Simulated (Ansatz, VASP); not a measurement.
# One calculation of AlNi, two programs

The input INCAR:

```
ALGO     = Fast           # electronic algorithm
EDIFF    = 1E-7           # SCF threshold, eV
ENCUT    = 520            # plane-wave cutoff, eV
GGA      = PE             # functional
ISIF     = 2              # what is computed and relaxed
ISMEAR   = 0              # smearing method
LASPH    = True           # aspherical terms in the spheres
LCHARG   = False          # write CHGCAR
LREAL    = False          # projectors in reciprocal space
LWAVE    = False          # write WAVECAR
NBANDS   = 14             # bands
NELM     = 80             # most SCF steps
PREC     = Accurate       # precision mode
SIGMA    = 0.15           # smearing width, eV
```

KPOINTS

```
k-points
0
Gamma
  18 18 18
```

File POSCAR:

```
AlNi
1.0
    2.9621973051      0.0000000000      0.0000000000
    0.0000000000      2.9621973051      0.0000000000
    0.0000000000      0.0000000000      2.7252215207
Al Ni
1 1
Direct
    0.0000000000      0.0000000000      0.0000000000
    0.5000000000      0.5000000000      0.5000000000
```

Input for Ansatz:

```yaml
crystal:
  lattice:
    - [2.9621973051, 0.0, 0.0]
    - [0.0, 2.9621973051, 0.0]
    - [0.0, 0.0, 2.7252215207]
  atoms:
    - { symbol: Al, position: [0.0, 0.0, 0.0] }
    - { symbol: Ni, position: [0.5, 0.5, 0.5] }
basis:
  ecutwfc: 420
kpoints:
  mp_grid: { grid: [18, 18, 18] }
hamiltonian:
  xc: pbe
scf:
  occupations: { method: gaussian, width: 0.15 }
output:
  forces: true
  stress: true
  eigenvalues: true
```

Alike in both runs: task single point; functional PBE; k mesh 18 × 18 × 18; occupations gaussian, width 0.15 eV; no spin polarisation.

```csv
,VASP,Ansatz
version,VASP 6.6.1,Ansatz 0.2.0
potentials or method,"VASP PAW PBE potentials, release 64 (Al, Ni)","scalar-relativistic, plane waves, PAW"
plane-wave cutoff (eV),520,420
valence electrons in the cell,13,21
```

```csv
,VASP,Ansatz,Ansatz less VASP
gap on the k mesh at the Fermi level (eV),none,none,-
pressure (GPa),2.5,2.5,0.00
largest component of the traceless stress (GPa),5.52,5.42,-0.099
```

A gap of «none» marks a metal or a gap that the smearing closes. The two sets of potentials don't hold the same shells in valence.

Spin polarisation is off, so any magnetic state and its effect on volume and gap are missing.
